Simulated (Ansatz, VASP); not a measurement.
**Ti in VASP and in Ansatz**

The input INCAR:

```
SYSTEM = Ti
PREC = Accurate
ENCUT = 520
EDIFF = 1E-6
ISMEAR = 0
SIGMA = 0.15
LREAL = .False.
LASPH = .True.
NELM = 80
ALGO = Normal
ISIF = 2
LWAVE = .False.
LCHARG = .False.
GGA = PE
NBANDS = 12
```

Contents of KPOINTS:

```
Automatic mesh
0
Gamma
  20 20 20
  0 0 0
```

File POSCAR:

```
Ti
1.0
    0.0000000000      2.1600334641      1.7133385437
    2.1600334641      0.0000000000      1.7133385437
    2.1600334641      2.1600334641      0.0000000000
Ti
1
Direct
    0.0000000000      0.0000000000      0.0000000000
```

Input for Ansatz:

```yaml
crystal:
  lattice:
    - [0.0, 2.1600334641, 1.7133385437]
    - [2.1600334641, 0.0, 1.7133385437]
    - [2.1600334641, 2.1600334641, 0.0]
  atoms:
    - { symbol: Ti, position: [0.0, 0.0, 0.0] }
basis:
  ecutwfc: 520.0
kpoints:
  mp_grid: { grid: [20, 20, 20] }
hamiltonian:
  xc: pbe
  pseudopotentials: { kind: paw, azcp: { folder: soft_1 } }
scf:
  occupations: { method: gaussian, width: 0.15 }
output:
  forces: true
  stress: true
  eigenvalues: true
```

Alike in both runs: task single point; functional PBE; k mesh 20 × 20 × 20; occupations gaussian, width 0.15 eV; no spin polarisation.

```csv
,VASP,Ansatz
version,VASP 6.6.1,Ansatz 0.2.0
potentials or method,"VASP PAW PBE potentials, release 64 (Ti_sv)","scalar-relativistic, plane waves, PAW"
plane-wave cutoff (eV),520,520
valence electrons in the cell,12,12
```

|  | VASP | Ansatz | Ansatz less VASP |
| --- | --- | --- | --- |
| gap on the k mesh at the Fermi level (eV) | none | none | - |
| pressure (GPa) | 9.3 | 9.6 | +0.33 |
| largest component of the traceless stress (GPa) | 1.24 | 1.21 | -0.024 |

A gap of «none» marks a metal or a gap that the smearing closes.
